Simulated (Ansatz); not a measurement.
ZrB2, DFT, PBE, all-electron LAPW, scalar-relativistic (Ansatz 0.2.0), run on 1 thread of Intel(R) Xeon(R) Platinum 8488C (Sapphire Rapids) on a shared host.

The cell is COD entry 1510856, as deposited and not checked against the literature; nothing was relaxed. The listed cell was then made from it by scaling, straining or moving an atom.

Command: `ansatz run input.yaml --threads 1 --pin off --max-ram 6144MiB --backend cpu --events-out ev --progress --plain --runs-dir out`

```yaml
crystal:
  lattice:
    - [3.1649998255, -0.0316499983, -0.0316499983]
    - [-1.6099096153, 2.756795251, -0.0115847034]
    - [-0.0352, -0.0352, 3.52]
  atoms:
    - { symbol: Zr, position: [0.0, 0.0, 0.0] }
    - { symbol: B, position: [0.3333333333, 0.6666666667, 0.5] }
    - { symbol: B, position: [0.6666666667, 0.3333333333, 0.5] }
kpoints:
  mp_grid: { grid: [12, 12, 9] }
  band_path:
    path:
      - [0.0, 0.0, 0.0]
      - [0.0, 0.0, 0.5]
      - [-0.5, 0.5, 0.0]
      - [0.0, 0.0, 0.0]
      - [0.0, -0.5, 0.0]
      - [-0.5, 0.0, 0.5]
      - [0.0, 0.0, 0.0]
      - [-0.5, 0.0, 0.0]
      - [0.0, -0.5, 0.5]
    npoints: 5
scf:
  occupations: { method: fermi_dirac, width: 0.05 }
hamiltonian:
  xc: pbe
  pseudopotentials: { kind: all_electron, lapw: { basis_error: 0.001 } }
output:
  forces: true
  stress: true
  eigenvalues: true
```

Question: How large is the problem that the program sets up?

Answer: 650 irreducible k-points, 351 plane waves at Γ, 24 bands.

Question: About how long does it take, and how much memory does it use?

Answer: 76 s of wall time for 7 SCF iterations, with a peak of 1.3 GiB. Times on shared machines scatter by tens of per cent.
